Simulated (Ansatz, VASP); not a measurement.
Two plane-wave programs on Pt

```xyz
2
Lattice="2.8068 0.0000 0.0000 -1.4034 2.4308 0.0000 0.0000 0.0000 4.9607" Properties=species:S:1:pos:R:3 pbc="T T T"
Pt    1.4034    0.8103    3.7205
Pt    0.0000    1.6205    1.2402
```

Alike in both runs: task single point; functional PBE; k mesh 18 × 18 × 10; occupations gaussian, width 0.15 eV; no spin polarisation.

```csv
,VASP,Ansatz
version,VASP 6.6.1,Ansatz 0.2.0
potentials or method,"VASP PAW PBE potentials, release 64 (Pt)","scalar-relativistic, plane waves, PAW"
plane-wave cutoff (eV),520,420
valence electrons in the cell,20,36
```

```tsv
	VASP	Ansatz	Ansatz less VASP
gap on the k mesh at the Fermi level (eV)	none	none	-
pressure (GPa)	-14.2	-13.8	+0.39
largest component of the traceless stress (GPa)	0.70	0.61	-0.090
```

A gap of «none» marks a metal or a gap that the smearing closes. The functional is the same, so the differences come from potentials, cutoffs and numerics. The two sets of potentials don't hold the same shells in valence.

The runs have no spin-orbit coupling, so splittings on Pt are missing.
